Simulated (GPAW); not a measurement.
Crystal: Ti.

```
CELL_PARAMETERS angstrom
0.00000 2.03000 2.03000
2.03000 0.00000 2.03000
2.03000 2.03000 0.00000
ATOMIC_POSITIONS crystal
Ti 0.00000 0.00000 0.00000
```

This isn't the form of Ti at room conditions, which is hcp.

- Program: GPAW 26.7.0
- Task: single point
- Functional: PBE
- Potentials or basis: GPAW PAW data sets (gpaw-data 1.2.1)
- Cutoff: 600 eV
- Basis: pw
- k mesh: 11 × 11 × 11
- Occupations: fermi-dirac, width 0.05 eV
- Spin: no spin polarisation

On this cell: pressure 3.7 GPa; band gap on the k mesh none (metal or under the smearing width).

The same run follows on a disturbed copy (cell strained at random at fixed volume):

```
Ti
1.0
     0.02177    1.99869    2.03132
     2.00646    0.00299    2.05009
     2.03951    2.05051   -0.03005
Ti
1
Cartesian
  0.0208 -0.0177 -0.0242
```

Q: What changes?

A: The energy (extrapolated to zero smearing) moves by +6.0 meV/atom; pressure 3.8 GPa; band gap on the k mesh none (metal or under the smearing width).

Stress tensor (GPa, compression positive):
```
 4.34 -1.87  0.20
-1.87  4.10  1.54
 0.20  1.54  2.92
```
